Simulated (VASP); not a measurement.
Given:

```xyz
15
Lattice="4.2780 0.0000 0.0000 -2.1390 3.7048 0.0000 0.0000 0.0000 29.7598" Properties=species:S:1:pos:R:3 pbc="T T T"
Sb     0.0000     2.4699     1.9542
Sb     0.0000     2.4699     7.9657
Sb     0.0000     0.0000    11.8742
Sb     0.0000     0.0000    17.8856
Sb     2.1390     1.2349    21.7941
Sb     2.1390     1.2349    27.8056
Te     0.0000     0.0000     0.0000
Te     0.0000     0.0000     6.3388
Te     2.1390     1.2349     3.5811
Te     2.1390     1.2349     9.9199
Te     2.1390     1.2349    16.2588
Te     0.0000     2.4699    13.5010
Te     0.0000     2.4699    19.8399
Te     0.0000     2.4699    26.1787
Te     0.0000     0.0000    23.4210
```

These are PBEsol GGA, VASP's PBE PAW potentials (set 64) (plane waves; VASP) values and carry that method's errors. Run with PREC = Normal, EDIFF = 1E-5, 400 eV cut-off, 8×8×1 Γ-centred mesh, Gaussian smearing of 0.050 eV, potentials Sb Te.

Without a dispersion term in the relaxation, distances and binding between the weakly bound layers, chains or molecules are unreliable, and so is what depends on them.

Q: The ions are relaxed. Which structure does the run end with?

A: 
```xyz
15
Lattice="4.2780 0.0000 0.0000 -2.1390 3.7048 0.0000 0.0000 0.0000 29.7598" Properties=species:S:1:pos:R:3 pbc="T T T"
Sb     0.0000     2.4699     1.9626
Sb     0.0000     2.4699     7.9574
Sb     0.0000     0.0000    11.8825
Sb     0.0000     0.0000    17.8773
Sb     2.1390     1.2349    21.8024
Sb     2.1390     1.2349    27.7972
Te     0.0000     0.0000     0.0000
Te     0.0000     0.0000     6.2469
Te     2.1390     1.2349     3.6731
Te     2.1390     1.2349     9.9199
Te     2.1390     1.2349    16.1668
Te     0.0000     2.4699    13.5930
Te     0.0000     2.4699    19.8399
Te     0.0000     2.4699    26.0867
Te     0.0000     0.0000    23.5130
```
Space group R-3m (166), at a tolerance of 0.03 Å.

Q: How much energy does the relaxation gain?

A: The energy (σ→0) changes by -8.0 meV/atom, in 7 ionic steps.

```csv
step,E(σ→0) (eV),max force (eV/Å),pressure (GPa),volume (Å³)
1,-60.8249,0.507,1.11,471.66
2,-60.9130,0.240,0.63,471.66
3,-60.9285,0.085,0.36,471.66
4,-60.9285,0.094,0.34,471.66
5,-60.9330,0.083,0.30,471.66
6,-60.9427,0.047,0.15,471.66
7,-60.9454,0.026,-0.11,471.66
```

The compound is Sb2Te3 in the tetradymite structure. This run relaxes the ions in a fixed cell. Symmetry was kept, so distortions that lower it aren't found.
